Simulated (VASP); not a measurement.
# Sn2Ge (P-3m1) in VASP: phonons with PBE

Aim: the phonons of Sn2Ge with PBE.

Program: VASP 6.6.1. These are calculated values, not measurements. Logs are shortened: lines on timing, memory, paths and dates and some standing lists are left out, and cuts for length are marked.

## Step 1: Starting point

Symmetry: P-3m1, No. 164, trigonal system. The conventional cell has a = 4.499 Å, b = 4.499 Å, c = 11.041 Å, α = 90.00°, β = 90.00°, γ = 120.00°. Sn (site symmetry 3m) is surrounded by 3 Ge at 2.73 Å and 1 Sn at 2.87 Å. Around Sn (site symmetry 3m) lie 4 Sn at 2.81 to 2.87 Å. Ge (site symmetry 3m) is surrounded by 1 Ge at 2.51 Å and 3 Sn at 2.73 Å.

The cell was built by a generator and needn't be a form met in nature.

## Step 2: Phonons, PBE

Input file POSCAR:

```
Sn2Ge
1.0
    4.4987930000      0.0000000000      0.0000000000
   -2.2493960000      3.8960690000      0.0000000000
    0.0000000000      0.0000000000     11.0405200000
Sn Ge
4 2
Direct
    0.3333330000      0.6666670000      0.8094170000
    0.6666670000      0.3333330000      0.1905830000
    0.3333330000      0.6666670000      0.5490820000
    0.6666670000      0.3333330000      0.4509180000
    0.0000000000      0.0000000000      0.8864490000
    0.0000000000      0.0000000000      0.1135510000
```

Input file INCAR.step1:

```
SYSTEM = Sn2Ge
  PREC = Accurate
  ENCUT = 520
  EDIFF = 1E-8
  ISMEAR = 0
  SIGMA = 0.1
  LREAL = .False.
  LASPH = .True.
  NELM = 80
  ALGO = Normal
  ISIF = 3
  LWAVE = .False.
  LCHARG = .False.
  GGA = PE
  KPAR = 8
  IBRION = 2
  NSW = 40
  EDIFFG = -0.002
```

Input file INCAR.step2:

```
SYSTEM = Sn2Ge
  PREC = Accurate
  ENCUT = 520
  EDIFF = 1E-8
  ISMEAR = 0
  SIGMA = 0.1
  LREAL = .False.
  LASPH = .True.
  NELM = 80
  ALGO = Normal
  ISIF = 2
  LWAVE = .False.
  LCHARG = .False.
  GGA = PE
  KPAR = 8
  IBRION = 6
  NFREE = 2
  POTIM = 0.015
  NSW = 1
```

Input file KPOINTS:

```
regular mesh
0
Gamma
  8 8 4
  0 0 0
```

Potentials or basis: VASP PAW PBE potentials, release 64 (Sn_d, Ge_d).

The run is started by

```sh
> cat potpaw_PBE.64/Sn_d/POTCAR potpaw_PBE.64/Ge_d/POTCAR > POTCAR
> cp INCAR.step1 INCAR
> mpirun -np 8 vasp_std > vasp.out
> cp CONTCAR POSCAR
> cp INCAR.step2 INCAR
> mpirun -np 8 vasp_std > vasp.out
```

OUTCAR:

```text
SYSTEM = Sn2Ge
   PREC = Accurate
   ENCUT = 520
   EDIFF = 1E-8
   ISMEAR = 0
   LREAL = .False.
   LASPH = .True.
   NELM = 80
   ISIF = 2
   GGA = PE
   IBRION = 6
   NFREE = 2
   POTIM = 0.015
   NSW = 1

 ion  position               nearest neighbor table
   1  0.333  0.667  0.809-   5 2.73   5 2.73   5 2.73   3 2.88
   2  0.667  0.333  0.191-   6 2.73   6 2.73   6 2.73   4 2.88
   3  0.333  0.667  0.549-   4 2.81   4 2.81   4 2.81   1 2.88
   4  0.667  0.333  0.451-   3 2.81   3 2.81   3 2.81   2 2.88
   5  0.000  0.000  0.886-   6 2.51   1 2.73   1 2.73   1 2.73
   6  0.000  0.000  0.114-   5 2.51   2 2.73   2 2.73   2 2.73

  LATTYP: Found a hexagonal cell.
 ALAT       =     4.4988564682
 C/A-ratio  =     2.4540707702

  Lattice vectors:

 A1 = (   4.4988564682,   0.0000000000,   0.0000000000)
 A2 = (  -2.2494277341,   3.8961239651,   0.0000000000)
 A3 = (   0.0000000000,   0.0000000000,  11.0405121581)

Analysis of symmetry for initial positions (statically):
=====================================================================
 Subroutine PRICEL returns:
 Original cell was already a primitive cell.

 Routine SETGRP: Setting up the symmetry group for a
 hexagonal supercell.

 Subroutine GETGRP returns: Found 12 space group operations
 (whereof 12 operations were pure point group operations)
 out of a pool of 24 trial point group operations.

The static configuration has the point symmetry D_3d.

Analysis of symmetry for dynamics (positions and initial velocities):
=====================================================================
 Subroutine PRICEL returns:
 Original cell was already a primitive cell.

 Routine SETGRP: Setting up the symmetry group for a
 hexagonal supercell.

 Subroutine GETGRP returns: Found 12 space group operations
 (whereof 12 operations were pure point group operations)
 out of a pool of 24 trial point group operations.

The dynamic configuration has the point symmetry D_3d.

 Subroutine INISYM returns: Found 12 space group operations
 (whereof 12 operations are pure point group operations),
 and found     1 'primitive' translations

----------------------------------------------------------------------------------------

                                     Primitive cell

  volume of cell :     193.5192

  direct lattice vectors                    reciprocal lattice vectors
     4.498856468  0.000000000  0.000000000     0.222278707  0.128332644  0.000000000
    -2.249427734  3.896123965  0.000000000    -0.000000000  0.256665345  0.000000000
     0.000000000  0.000000000 11.040512158     0.000000000  0.000000000  0.090575508

  length of vectors
     4.498856468  4.498856197 11.040512158     0.256665329  0.256665345  0.090575508

  position of ions in fractional coordinates (direct lattice)
     0.333333000  0.666667000  0.809422895
     0.666667000  0.333333000  0.190577105
     0.333333000  0.666667000  0.549017255
     0.666667000  0.333333000  0.450982745
     0.000000000  0.000000000  0.886470580
     0.000000000  0.000000000  0.113529420

  ion indices of the primitive-cell ions
   primitive index   ion index
                 1           1
                 2           2
                 3           3
                 4           4
                 5           5
                 6           6

----------------------------------------------------------------------------------------

 KPOINTS: regular mesh

Automatic generation of k-mesh.
 Grid dimensions read from file:
 generate k-points for:    8    8    4

 Generating k-lattice:

  Cartesian coordinates                     Fractional coordinates (reciprocal lattice)
     0.027784838  0.016041580  0.000000000     0.125000000 -0.000000000  0.000000000
    -0.000000000  0.032083168  0.000000000     0.000000000  0.125000000  0.000000000
     0.000000000  0.000000000  0.022643877     0.000000000  0.000000000  0.250000000

  Length of vectors
     0.032083166  0.032083168  0.022643877

  Shift w.r.t. Gamma in fractional coordinates (k-lattice)
     0.000000000  0.000000000  0.000000000

 Subroutine IBZKPT returns following result:
 ===========================================

[... 46 lines left out ...]
   NELM   =     80;   NELMIN=  2; NELMDL=  0     # of ELM steps
   EDIFF  = 0.1E-07   stopping-criterion for ELM
   LREAL  =      F    real-space projection
   EDIFFG = 0.1E-06   stopping-criterion for IOM
   NSW    =    109    number of steps for IOM
   IBRION =      6    ionic relax: 0-MD 1-quasi-New 2-CG
   NFREE  =      2    steps in history (QN), initial steepest desc. (CG)
   ISIF   =      2    stress and relaxation
   ISYM   =      2    0-nonsym 1-usesym 2-fastsym
   POTIM  = 0.0150    time-step for ionic-motion
   TEBEG  =    0.0;   TEEND  =   0.0 temperature during run
   PSTRESS=    0.0 pullay stress
   NELECT =      84.0000    total number of electrons
   NUPDOWN=      -1.0000    fix difference up-down
   EMIN   =  10.00;   EMAX   =-10.00  energy-range for DOS
   EFERMI =   0.00;   METHOD = LEGACY
   ISMEAR =     0;   SIGMA  =   0.10  broadening in eV -4-tet -1-fermi 0-gaus
   EFERMI_NEDOS =   21; number of points for ismear=-14 and -15
   IALGO  =     38    algorithm
   IMIX   =      4    mixing-type and parameters
     AMIX     =   0.40;   BMIX     =  1.00
     AMIX_MAG =   1.60;   BMIX_MAG =  1.00
  volume/ion in A,a.u.               =      32.25       217.66
  Fermi-wavevector in a.u.,A,eV,Ry     =   1.239538  2.342387 20.904736  1.536455
  Thomas-Fermi vector in A             =   2.374017
   LORBIT       =      0    0 simple, 1 ext, 2 COOP (PROOUT), +10 PAW based schemes
   GGA     = PE    functional components
   LHFCALC =     F    Hartree Fock is set to
   AEXX    =    0.0000 exact exchange contribution
   IVDW    =     0    specifies the selected vdW correction
   LEPSILON=     F    determine dielectric tensor
   LRPA    =     F    only Hartree local field effects (RPA)
 finite differences with symmetry
 non-spin polarized calculation
 Gauss-broadening in eV      SIGMA  =   0.10
  energy-cutoff  :      520.00
  volume of cell :      193.52
 maximum number of plane-waves:      5255
 NGX is ok and might be reduce to    36
   NGX = 17   NGY = 17   NGZ = 41

--------------------------------------- Ionic step        1  -------------------------------------------

 number of electron      84.0000031 magnetization

 Free energy of the ion-electron system (eV)
  ---------------------------------------------------
  ext. energy  EPLUGINS =         0.00000000
  ---------------------------------------------------
  free energy    TOTEN  =       -24.20423126 eV

  energy without entropy =      -24.20179082  energy(sigma->0) =      -24.20301104

------------------------ aborting loop because EDIFF is reached ----------------------------------------

  FORCE on cell =-STRESS in cart. coord.  units (eV):
  Direction    XX          YY          ZZ          XY          YZ          ZX
  --------------------------------------------------------------------------------------
  -------------------------------------------------------------------------------------
  Total        0.0061228      0.0061228     -0.0080628      0.0000000      0.0000000      0.0000000
  in kB        0.0506913      0.0506913     -0.0667530      0.0000000      0.0000000      0.0000000
  external PRESSURE =       0.0115432 kB  Pullay stress =       0.0000000 kB
[... 101 lines left out ...]
  FREE ENERGIE OF THE ION-ELECTRON SYSTEM (eV)
  ---------------------------------------------------
  free  energy   TOTEN  =       -24.2034386704 eV

  energy  without entropy=      -24.2009936340  energy(sigma->0) =      -24.20221615

[... ionic steps 4 to 10 ...]

--------------------------------------- Ionic step       11  -------------------------------------------

 number of electron      84.0000029 magnetization

------------------------ aborting loop because EDIFF is reached ----------------------------------------
[... 75 lines left out ...]
--------------------------------------- Ionic step       13  -------------------------------------------

 number of electron      84.0000031 magnetization

 Free energy of the ion-electron system (eV)
  ---------------------------------------------------
  ext. energy  EPLUGINS =         0.00000000
  ---------------------------------------------------
  free energy    TOTEN  =       -24.20324949 eV

  energy without entropy =      -24.20084590  energy(sigma->0) =      -24.20204770

 E-fermi :   4.8385     XC(G=0):  -8.8842

 val. band max:        4.7910470911   @ k =   0.1250  -0.0000   0.2500
 cond. band min:       4.8621868010   @ k =   0.0000   0.0000   0.0000
 fundamental gap:      0.0711397099
 Fermi energy:         4.8384640073

 k-point     1 :       0.0000    0.0000    0.0000
  band No.  band energies     occupation
      1     -19.8384      2.00000
      2     -19.7757      2.00000
      3     -19.7757      2.00000
      4     -19.7627      2.00000
      5     -19.7627      2.00000
      6     -19.7439      2.00000
[... 1261 lines left out ...]
     49       9.1528      0.00000
     50       9.3061      0.00000

 [... further k-points ...]

------------------------ aborting loop because EDIFF is reached ----------------------------------------

  FORCE on cell =-STRESS in cart. coord.  units (eV):
  Direction    XX          YY          ZZ          XY          YZ          ZX
  --------------------------------------------------------------------------------------
  -------------------------------------------------------------------------------------
  Total        0.0554703      0.0554703     -0.1488419      0.0000000     -0.0000000      0.0000000
  in kB        0.4592480      0.4592480     -1.2322861      0.0000001     -0.0000000      0.0000000
  external PRESSURE =      -0.1045967 kB  Pullay stress =       0.0000000 kB
[... 21 lines left out ...]
  FREE ENERGIE OF THE ION-ELECTRON SYSTEM (eV)
  ---------------------------------------------------
  free  energy   TOTEN  =       -24.2032494943 eV

  energy  without entropy=      -24.2008459026  energy(sigma->0) =      -24.20204770

 INTERNAL STRAIN TENSORS FROM DISPLACED ATOMS
 ============================================

 INTERNAL STRAIN TENSOR FOR ION    1 for displacements in x,y,z  (eV/Angst):
          X           Y           Z          XY          YZ          ZX
  --------------------------------------------------------------------------------
  x     0.00000    -0.00000    -0.00000     5.01868     0.00000     3.36341
  y     5.01868    -5.01868     0.00000    -0.00000     3.36339     0.00000
  z     3.54642     3.54642    -7.41224     0.00000     0.00000     0.00000

 INTERNAL STRAIN TENSOR FOR ION    6 for displacements in x,y,z  (eV/Angst):
          X           Y           Z          XY          YZ          ZX
  --------------------------------------------------------------------------------
  x     0.00000    -0.00000    -0.00000     5.07021     0.00000     2.81796
  y     5.07021    -5.07021     0.00000    -0.00000     2.81795     0.00000
  z     3.23236     3.23236    -9.78595     0.00000     0.00000     0.00000

 Eigenvectors and eigenvalues of the dynamical matrix
 ----------------------------------------------------

   1 f  =    7.011006 THz    44.051453 2PiTHz  233.862003 cm-1    28.995180 meV
             X         Y         Z           dx          dy          dz
     -0.000002  2.597417  8.936443     0.000000    0.000000    0.157155
      2.249431  1.298707  2.104069    -0.000000   -0.000000   -0.157155
     -0.000002  2.597417  6.061432    -0.000000   -0.000000   -0.023485
      2.249431  1.298707  4.979080     0.000000    0.000000    0.023485
      0.000000  0.000000  9.787089    -0.000000   -0.000000   -0.689022
      0.000000  0.000000  1.253423     0.000000    0.000000    0.689022
[... 145 lines left out ...]
  18 f/i=    0.004777 THz     0.030015 2PiTHz    0.159346 cm-1     0.019756 meV
             X         Y         Z           dx          dy          dz
     -0.000002  2.597417  8.936443     0.315742    0.300784   -0.000000
      2.249431  1.298707  2.104069     0.315742    0.300784   -0.000000
     -0.000002  2.597417  6.061432     0.318649    0.303554   -0.000000
      2.249431  1.298707  4.979080     0.318649    0.303554   -0.000000
      0.000000  0.000000  9.787089     0.246766    0.235076   -0.000000
      0.000000  0.000000  1.253423     0.246766    0.235076   -0.000000

 ELASTIC MODULI CONTR FROM IONIC RELAXATION (kBar)
 Direction    XX          YY          ZZ          XY          YZ          ZX
 --------------------------------------------------------------------------------
 XX        -195.7664     62.5695    113.0180     -0.0000    -85.4322     -0.0000
 YY          62.5695   -195.7664    113.0180     -0.0000     85.4322      0.0000
 ZZ         113.0180    113.0180   -225.2138      0.0000     -0.0000     -0.0000
 XY          -0.0000     -0.0000      0.0000   -129.1679      0.0000    -85.4323
 YZ         -85.4322     85.4322     -0.0000      0.0000    -60.8241     -0.0000
 ZX          -0.0000      0.0000     -0.0000    -85.4323     -0.0000    -60.8243
 --------------------------------------------------------------------------------
```

Run time: 23 min. Hardware: 8 MPI ranks of Intel Xeon Platinum 8488C (Sapphire Rapids), shared host; peak memory 1.6 GiB.

What came out:

- Highest phonon frequency at Γ, LO-TO splitting left out: 234 cm⁻¹

Phonon frequencies in cm⁻¹ (negative: imaginary):
| q point | frequencies |
| --- | --- |
| (0.000, 0.000, 0.000) | 0 0 0 33 33 42 42 109 116 170 178 179 179 203 203 209 209 234 |
